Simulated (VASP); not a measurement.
**Al2O3: relaxation of cell and atoms with PBEsol**

Crystal: Al2O3.

```xyz
10
Lattice="2.4025 1.3871 4.3721 -2.4025 1.3871 4.3721 0.0000 -2.7742 4.3721" Properties=species:S:1:pos:R:3 pbc="T T T"
Al    0.0000    0.0000    8.4981
Al    0.0000    0.0000   11.1763
Al    0.0000    0.0000    1.9399
Al    0.0000    0.0000    4.6182
O     0.9315   -1.3871    5.4651
O     1.6670    0.1131    7.6511
O    -1.6670   -0.1131    5.4651
O     0.7355    1.5002    5.4651
O    -0.7355   -1.5002    7.6511
O    -0.9315    1.3871    7.6511
```

The cell is a database's computed one.

```json
{
 "Program": "VASP 6.6.1",
 "Task": "relaxation of cell and atoms",
 "Functional": "PBEsol",
 "Potentials or basis": "VASP PAW PBE potentials, release 64 (Al, O)",
 "Cutoff": "600 eV",
 "k mesh": "6 × 6 × 6",
 "Occupations": "gaussian, width 0.02 eV",
 "Spin": "no spin polarisation",
 "Further INCAR settings": "ALGO = Fast; EDIFF = 1e-06; IBRION = 2; EDIFFG = -0.005; NSW = 40; ISIF = 3"
}
```

```json
{"Relaxed volume": "8.56 Å³/atom", "Relaxed cell": "a = 5.138 Å, b = 5.138 Å, c = 5.138 Å, α = 55.35°, β = 55.35°, γ = 55.35°", "Space group after relaxing (to 0.05 Å)": "R-3c (No. 167)", "Energy gained by relaxing": "3.1 meV/atom", "Ionic steps": "8", "Pressure after relaxing": "-0.1 GPa", "Band gap on the k mesh": "6.05 eV, direct"}
```

Forces in eV/Å, atoms in the order of the input:
```
Al   0.000  0.000 -0.002
Al   0.000  0.000  0.002
Al   0.000  0.000 -0.002
Al   0.000  0.000  0.002
O    0.002  0.000  0.000
O    0.001  0.001  0.000
O   -0.001 -0.001  0.000
O   -0.001  0.001  0.000
O    0.001 -0.001  0.000
O   -0.002  0.000  0.000
```

The path:
```csv
step,energy change (eV),largest force (eV/Å),pressure (GPa),volume (Å³)
1,0.0000,0.0562,-5.12,87.42
2,-0.0073,0.0504,4.80,83.94
3,-0.0309,0.0095,0.00,85.54
4,-0.0309,0.0094,0.09,85.50
5,-0.0310,0.0067,0.10,85.49
6,-0.0310,0.0060,0.10,85.49
7,-0.0310,0.0052,0.10,85.49
8,-0.0311,0.0024,-0.06,85.55
```

Final structure:
```xyz
10
Lattice="2.3864 1.3778 4.3366 -2.3864 1.3778 4.3366 0.0000 -2.7556 4.3366" Properties=species:S:1:pos:R:3 pbc="T T T"
Al    0.0000    0.0000    8.4294
Al    0.0000    0.0000   11.0850
Al    0.0000    0.0000    1.9246
Al    0.0000    0.0000    4.5802
O     0.9268   -1.3778    5.4207
O     1.6566    0.1137    7.5890
O    -1.6566   -0.1137    5.4207
O     0.7298    1.4915    5.4207
O    -0.7298   -1.4915    7.5890
O    -0.9268    1.3778    7.5890
```

Levels at points of the mesh, in eV from the valence-band top:
| k point | band 21 | band 22 | band 23 | band 24 | band 25 | band 26 | band 27 | band 28 |
| --- | --- | --- | --- | --- | --- | --- | --- | --- |
| (0.00, 0.00, 0.00) | -0.50 | -0.04 | -0.04 | 0.00 | 6.05 | 8.91 | 10.60 | 11.35 |
| (0.50, 0.00, 0.00) | -0.91 | -0.91 | -0.27 | -0.27 | 9.27 | 9.27 | 9.49 | 9.49 |
| (0.50, 0.50, 0.00) | -1.02 | -0.91 | -0.74 | -0.25 | 9.41 | 9.56 | 9.74 | 10.23 |
| (0.50, 0.50, 0.50) | -0.38 | -0.38 | -0.38 | -0.38 | 8.49 | 8.49 | 10.91 | 10.91 |

Wall time 2.8 min on 8 MPI ranks on Intel(R) Xeon(R) Platinum 8259CL CPU @ 2.50GHz (Skylake/Cascade Lake), on a shared host, peak memory 0.34 GiB a rank.

Caveat: the PAW data sets were made with another functional, which shifts forces and pressure a little. A k mesh can miss the band edges.
